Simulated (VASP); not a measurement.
# O2 in VASP: a series of runs

One molecule, O2, is run at these levels: PBE+D3(BJ), PBE; tasks: relaxation of the atoms, single point.

Everything below comes from runs of VASP 6.6.1. Logs are shortened: lines on timing, memory, paths and dates and some standing lists are left out, and cuts for length are marked.

### 1 Starting point

The cell holds a molecule in a box, 2 atoms: a = 11.626 Å, b = 12.126 Å, c = 12.626 Å, α = 90.00°, β = 90.00°, γ = 90.00°.

### 2 Relaxation of the atoms, PBE+D3(BJ), collinear spin, ferromagnetic start

File INCAR:

```
SYSTEM = O
ALGO = Normal
EDIFF = 1E-6
EDIFFG = -0.03
ENCUT = 400
GGA = PE
IBRION = 2
ISIF = 2
ISMEAR = 0
ISPIN = 2
ISYM = 0
IVDW = 12
LASPH = .TRUE.
LCHARG = .FALSE.
LORBIT = 11
LREAL = .FALSE.
LWAVE = .FALSE.
MAGMOM = 1.1 1.1
NELM = 60
NSW = 120
NUPDOWN = 2
PREC = Accurate
SIGMA = 0.01
```

File KPOINTS:

```
k-points
0
G
  1 1 1
  0 0 0
```

File POSCAR:

```
O
1.0
   11.6260970939      0.0000000000      0.0000000000
    0.0000000000     12.1260970939      0.0000000000
    0.0000000000      0.0000000000     12.6260970939
O
2
Selective dynamics
Direct
    0.5484297131      0.5219067480      0.5038687911  F F F
    0.4515702869      0.4863399285      0.4961312089  T T T
```

Potentials or basis: VASP PAW PBE potentials, release 64 (O).

Run with:

```bash
$ cat potpaw_PBE.64/O/POTCAR > POTCAR
$ mpirun -np 4 vasp_gam > vasp.out
```

OUTCAR:

```text
SYSTEM = O
   EDIFF = 1E-6
   EDIFFG = -0.03
   ENCUT = 400
   GGA = PE
   IBRION = 2
   ISIF = 2
   ISMEAR = 0
   ISPIN = 2
   ISYM = 0
   IVDW = 12
   LASPH = .TRUE.
   LORBIT = 11
   LREAL = .FALSE.
   NELM = 60
   NSW = 120
   NUPDOWN = 2
   PREC = Accurate
 IVDW          = 12

 ion  position               nearest neighbor table
   1  0.548  0.522  0.504-   2 1.21
   2  0.452  0.486  0.496-   1 1.21

IMPORTANT INFORMATION: All symmetrisations will be switched off!
NOSYMM: (Re-)initialisation of all symmetry stuff for point group C_1.

----------------------------------------------------------------------------------------

                                     Primitive cell

  volume of cell :    1780.0168

  direct lattice vectors                    reciprocal lattice vectors
    11.626097094  0.000000000  0.000000000     0.086013388  0.000000000  0.000000000
     0.000000000 12.126097094  0.000000000     0.000000000  0.082466765  0.000000000
     0.000000000  0.000000000 12.626097094     0.000000000  0.000000000  0.079201038

  length of vectors
    11.626097094 12.126097094 12.626097094     0.086013388  0.082466765  0.079201038

  position of ions in fractional coordinates (direct lattice)
     0.548429713  0.521906748  0.503868791
     0.451570287  0.486339929  0.496131209

  ion indices of the primitive-cell ions
   primitive index   ion index
                 1           1
                 2           2

----------------------------------------------------------------------------------------

 KPOINTS: k-points

Automatic generation of k-mesh.
 Grid dimensions read from file:
 generate k-points for:    1    1    1

 Generating k-lattice:

  Cartesian coordinates                     Fractional coordinates (reciprocal lattice)
     0.086013388  0.000000000  0.000000000     1.000000000  0.000000000  0.000000000
     0.000000000  0.082466765  0.000000000     0.000000000  1.000000000  0.000000000
     0.000000000  0.000000000  0.079201038     0.000000000  0.000000000  1.000000000

  Length of vectors
     0.086013388  0.082466765  0.079201038

  Shift w.r.t. Gamma in fractional coordinates (k-lattice)
     0.000000000  0.000000000  0.000000000

 Subroutine IBZKPT returns following result:
 ===========================================

 Found      1 irreducible k-points:

 Following reciprocal coordinates:
            Coordinates               Weight
  0.000000  0.000000  0.000000      1.000000
   k-points           NKPTS =      1   k-points in BZ     NKDIM =      1   number of bands    NBANDS=     12
   number of dos      NEDOS =    301   number of ions     NIONS =      2
   total plane-waves  NPLWV = 537600
   dimension x,y,z NGX =    80 NGY =   80 NGZ =   84
   dimension x,y,z NGXF=   160 NGYF=  160 NGZF=  168
   ions per type =               2
   NGX,Y,Z   is equivalent  to a cutoff of  11.44, 10.97, 11.06 a.u.
   NGXF,Y,Z  is equivalent  to a cutoff of  22.88, 21.94, 22.12 a.u.
 SYSTEM =  O
   PREC   = accura    normal or accurate (medium, high low for compatibility)
   ISTART =      0    job   : 0-new  1-cont  2-samecut
   ICHARG =      2    charge: 1-file 2-atom 10-const
   ISPIN  =      2    spin polarized calculation?
   LNONCOLLINEAR =      F non collinear calculations
   LSORBIT =      F    spin-orbit coupling
   LASPH  =      T    aspherical Exc in radial PAW
   ENCUT  =  400.0 eV  29.40 Ry    5.42 a.u.  18.96 19.77 20.59*2*pi/ulx,y,z
   NELM   =     60;   NELMIN=  2; NELMDL= -5     # of ELM steps
   EDIFF  = 0.1E-05   stopping-criterion for ELM
   LREAL  =      F    real-space projection
   EDIFFG = -.3E-01   stopping-criterion for IOM
   NSW    =    120    number of steps for IOM
   IBRION =      2    ionic relax: 0-MD 1-quasi-New 2-CG
   NFREE  =      1    steps in history (QN), initial steepest desc. (CG)
   ISIF   =      2    stress and relaxation
   ISYM   =      0    0-nonsym 1-usesym 2-fastsym
   POTIM  = 0.5000    time-step for ionic-motion
   TEBEG  =    0.0;   TEEND  =   0.0 temperature during run
   PSTRESS=    0.0 pullay stress
   NELECT =      12.0000    total number of electrons
   NUPDOWN=       2.0000    fix difference up-down
   EMIN   =  10.00;   EMAX   =-10.00  energy-range for DOS
   EFERMI =   0.00;   METHOD = LEGACY
   ISMEAR =     0;   SIGMA  =   0.01  broadening in eV -4-tet -1-fermi 0-gaus
   EFERMI_NEDOS =   21; number of points for ismear=-14 and -15
   IALGO  =     38    algorithm
   IMIX   =      4    mixing-type and parameters
     AMIX     =   0.40;   BMIX     =  1.00
     AMIX_MAG =   1.60;   BMIX_MAG =  1.00
  volume/ion in A,a.u.               =     890.01      6006.07
  Fermi-wavevector in a.u.,A,eV,Ry     =   0.309262  0.584421  1.301306  0.095643
  Thomas-Fermi vector in A             =   1.185817
   LORBIT       =     11    0 simple, 1 ext, 2 COOP (PROOUT), +10 PAW based schemes
   GGA     = PE    functional components
   LHFCALC =     F    Hartree Fock is set to
   AEXX    =    0.0000 exact exchange contribution
   IVDW    =    12    specifies the selected vdW correction
   LEPSILON=     F    determine dielectric tensor
   LRPA    =     F    only Hartree local field effects (RPA)
 conjugate gradient relaxation of ions
 spin polarized calculation
 Gauss-broadening in eV      SIGMA  =   0.01
  energy-cutoff  :      400.00
  volume of cell :     1780.02
 maximum number of plane-waves:     16200
 NGX is ok and might be reduce to    80
   NGX = 37   NGY = 39   NGZ = 41

--------------------------------------- Ionic step        1  -------------------------------------------

 number of electron      12.0000004 magnetization       1.9999829

 Free energy of the ion-electron system (eV)
  ---------------------------------------------------
  ext. energy  EPLUGINS =         0.00000000
  ---------------------------------------------------
  free energy    TOTEN  =        -9.85843741 eV

  energy without entropy =       -9.85843741  energy(sigma->0) =       -9.85843741

------------------------ aborting loop because EDIFF is reached ----------------------------------------

 Edisp (eV)   -0.00731

 E8    (eV) :    -0.0021

  FORCE on cell =-STRESS in cart. coord.  units (eV):
  Direction    XX          YY          ZZ          XY          YZ          ZX
  --------------------------------------------------------------------------------------
  -------------------------------------------------------------------------------------
  Total       0.72919    -1.24776    -1.56141     0.89830     0.07786     0.20165
  in kB       0.65634    -1.12309    -1.40541     0.80856     0.07008     0.18150
  external pressure =       -0.62 kB  Pullay stress =        0.00 kB

 VOLUME and BASIS-vectors are now :
 -----------------------------------------------------------------------------
  energy-cutoff  :      400.00
  volume of cell :     1780.02
      direct lattice vectors                 reciprocal lattice vectors
    11.626097094  0.000000000  0.000000000     0.086013388  0.000000000  0.000000000
     0.000000000 12.126097094  0.000000000     0.000000000  0.082466765  0.000000000
     0.000000000  0.000000000 12.626097094     0.000000000  0.000000000  0.079201038

 POSITION                                       TOTAL-FORCE (eV/Angst)
 -----------------------------------------------------------------------------------
      6.37610      6.32869      6.36190         1.810526      0.692007      0.156240
      5.25000      5.89741      6.26420        -1.810526     -0.692007     -0.156240
 -----------------------------------------------------------------------------------
    total drift:                                0.000391     -0.000175      0.000075

  FREE ENERGIE OF THE ION-ELECTRON SYSTEM (eV)
  ---------------------------------------------------
  free  energy   TOTEN  =        -9.8657499476 eV

  energy  without entropy=       -9.8657499476  energy(sigma->0) =       -9.86574995

--------------------------------------- Ionic step        2  -------------------------------------------

 number of electron      12.0000003 magnetization       2.0000002

------------------------ aborting loop because EDIFF is reached ----------------------------------------

 Edisp (eV)   -0.00731

 E8    (eV) :    -0.0021

  FORCE on cell =-STRESS in cart. coord.  units (eV):
  Direction    XX          YY          ZZ          XY          YZ          ZX
  --------------------------------------------------------------------------------------
  -------------------------------------------------------------------------------------
  Total      -5.57641    -2.17692    -1.61233    -1.51799    -0.13195    -0.34463
  in kB      -5.01928    -1.95943    -1.45124    -1.36633    -0.11877    -0.31019
  external pressure =       -2.81 kB  Pullay stress =        0.00 kB

 VOLUME and BASIS-vectors are now :
 -----------------------------------------------------------------------------
  energy-cutoff  :      400.00
  volume of cell :     1780.02
      direct lattice vectors                 reciprocal lattice vectors
    11.626097094  0.000000000  0.000000000     0.086013388  0.000000000  0.000000000
     0.000000000 12.126097094  0.000000000     0.000000000  0.082466765  0.000000000
     0.000000000  0.000000000 12.626097094     0.000000000  0.000000000  0.079201038

 POSITION                                       TOTAL-FORCE (eV/Angst)
 -----------------------------------------------------------------------------------
      6.37610      6.32869      6.36190        -3.617450     -1.387030     -0.313896
      5.16266      5.86402      6.25666         3.617450      1.387030      0.313896
 -----------------------------------------------------------------------------------
    total drift:                                0.000173      0.000313      0.000175

  FREE ENERGIE OF THE ION-ELECTRON SYSTEM (eV)
  ---------------------------------------------------
  free  energy   TOTEN  =        -9.7432484837 eV

  energy  without entropy=       -9.7432484837  energy(sigma->0) =       -9.74324848

--------------------------------------- Ionic step        3  -------------------------------------------

 number of electron      12.0000004 magnetization       2.0000003

 Free energy of the ion-electron system (eV)
  ---------------------------------------------------
  ext. energy  EPLUGINS =         0.00000000
  ---------------------------------------------------
  free energy    TOTEN  =        -9.88172530 eV

  energy without entropy =       -9.88172530  energy(sigma->0) =       -9.88172530

 E-fermi : -11.3617     XC(G=0):  -0.3524

 val. band max:       -6.9718152261   @ k =   0.0000   0.0000   0.0000
 cond. band min:      -4.6789810546   @ k =   0.0000   0.0000   0.0000
 fundamental gap:      2.2928341715
 Fermi energy:        -6.8339754827

 spin component 1

 k-point     1 :       0.0000    0.0000    0.0000
  band No.  band energies     occupation
      1     -32.4846      1.00000
      2     -20.6635      1.00000
      3     -13.3909      1.00000
      4     -13.2743      1.00000
      5     -13.2740      1.00000
      6      -6.9722      1.00000
      7      -6.9718      1.00000
      8      -0.2734      0.00000
      9       0.5790      0.00000
     10       0.6223      0.00000
     11       0.7052      0.00000
     12       0.7928      0.00000
 Fermi energy:       -11.3617021255

 spin component 2

 k-point     1 :       0.0000    0.0000    0.0000
  band No.  band energies     occupation
      1     -31.2679      1.00000
      2     -18.8663      1.00000
      3     -12.4945      1.00000
      4     -11.4157      1.00000
      5     -11.4154      1.00000
      6      -4.6790      0.00000
      7      -4.6786      0.00000
      8      -0.1741      0.00000
      9       0.7137      0.00000
     10       0.7721      0.00000
     11       0.7954      0.00000
     12       0.8893      0.00000

------------------------ aborting loop because EDIFF is reached ----------------------------------------

 Edisp (eV)   -0.00731

 E8    (eV) :    -0.0021

  FORCE on cell =-STRESS in cart. coord.  units (eV):
  Direction    XX          YY          ZZ          XY          YZ          ZX
  --------------------------------------------------------------------------------------
  -------------------------------------------------------------------------------------
  Total      -1.29635    -1.54672    -1.57810     0.12247     0.01051     0.02601
  in kB      -1.16683    -1.39219    -1.42043     0.11024     0.00946     0.02341
  external pressure =       -1.33 kB  Pullay stress =        0.00 kB

 VOLUME and BASIS-vectors are now :
 -----------------------------------------------------------------------------
  energy-cutoff  :      400.00
  volume of cell :     1780.02
      direct lattice vectors                 reciprocal lattice vectors
    11.626097094  0.000000000  0.000000000     0.086013388  0.000000000  0.000000000
     0.000000000 12.126097094  0.000000000     0.000000000  0.082466765  0.000000000
     0.000000000  0.000000000 12.626097094     0.000000000  0.000000000  0.079201038

 POSITION                                       TOTAL-FORCE (eV/Angst)
 -----------------------------------------------------------------------------------
      6.37610      6.32869      6.36190        -0.018085     -0.008425     -0.002324
      5.22675      5.88852      6.26219         0.018085      0.008425      0.002324
 -----------------------------------------------------------------------------------
    total drift:                                0.000083     -0.000380      0.000274

  FREE ENERGIE OF THE ION-ELECTRON SYSTEM (eV)
  ---------------------------------------------------
  free  energy   TOTEN  =        -9.8890368354 eV

  energy  without entropy=       -9.8890368354  energy(sigma->0) =       -9.88903684

 reached required accuracy - stopping structural energy minimisation

 total charge

# of ion       s       p       d       tot
------------------------------------------
    1        1.637   3.286   0.000   4.923
    2        1.637   3.286   0.000   4.923
--------------------------------------------------
tot          3.275   6.572   0.000   9.846

 magnetization (x)

# of ion       s       p       d       tot
------------------------------------------
    1        0.010   0.805   0.000   0.815
    2        0.010   0.805   0.000   0.815
--------------------------------------------------
tot          0.020   1.610   0.000   1.631
```

It took 2.7 min on 4 MPI ranks of AMD EPYC 7R13 (Zen 3), shared host; peak memory 0.45 GiB.

Results:

```
Free energy                                           : -9.8890 eV
Energy gained by relaxing                             : 11.6 meV/atom
Ionic steps                                           : 3
Net moment                                            : 2.00 μB per cell
Site moments                                          : O +0.81 μB
Valence electrons inside the program's atomic spheres : O 4.92
Dispersion energy per atom                            : -0.004 eV
```

The path:
```csv
step,energy change (eV),largest force (eV/Å),pressure (GPa)
1,0.0000,1.9446,-0.06
2,0.1225,3.8869,-0.28
3,-0.0233,0.0201,-0.13
```

Final structure:
```xyz
2
Lattice="11.6261 0.0000 0.0000 0.0000 12.1261 0.0000 0.0000 0.0000 12.6261" Properties=species:S:1:pos:R:3 pbc="T T T"
O     6.3761    6.3287    6.3619
O     5.2267    5.8885    6.2622
```

Caveat: the cutoff is under 1.25 times the usual one of these potentials, so pressure, stress and relaxed cells hold a basis-set (Pulay) error; the standard files for N, O and F lose accuracy on very short bonds; the total moment is fixed, so each spin has its own Fermi level.

### 3 Single point, PBE, collinear spin, ferromagnetic start

File INCAR:

```
SYSTEM = O
ALGO = Normal
EDIFF = 1E-6
ENCUT = 400
GGA = PE
ISIF = 2
ISMEAR = 0
ISPIN = 2
ISYM = 0
LASPH = .TRUE.
LCHARG = .FALSE.
LORBIT = 11
LREAL = .FALSE.
LWAVE = .FALSE.
MAGMOM = 1.1 1.1
NBANDS = 17
NELM = 60
NUPDOWN = 2
PREC = Accurate
SIGMA = 0.01
```

KPOINTS is that of step 2.

File POSCAR:

```
O                                       
1.0
   11.6260970939      0.0000000000      0.0000000000
    0.0000000000     12.1260970939      0.0000000000
    0.0000000000      0.0000000000     12.6260970939
  O             
     2
Selective dynamics
Direct
     0.5484297130999991    0.5219067479999993    0.5038687910999968   F   F   F
     0.4495703837437242    0.4856070573261271    0.4959722951594220   T   T   T
```

Potentials or basis: VASP PAW PBE potentials, release 64 (O).

Run with:

```bash
$ cat potpaw_PBE.64/O/POTCAR > POTCAR
$ mpirun -np 4 vasp_gam > vasp.out
```

Wall time 76 s (4 MPI ranks of AMD EPYC 7R13 (Zen 3), shared host); peak memory 0.43 GiB.

Results (log left out):

- Free energy: -9.8817 eV
- Largest force: 0.020 eV/Å
- Net moment: 2.00 μB per cell
- Site moments: O +0.81 μB
- Valence electrons inside the program's atomic spheres: O 4.92

Forces in eV/Å, atoms in the order of the input:
```
O   -0.018 -0.008 -0.002
O    0.018  0.008  0.002
```

Caveat: the cutoff is under 1.25 times the usual one of these potentials, so pressure, stress and relaxed cells hold a basis-set (Pulay) error; the standard files for N, O and F lose accuracy on very short bonds; the total moment is fixed, so each spin has its own Fermi level.
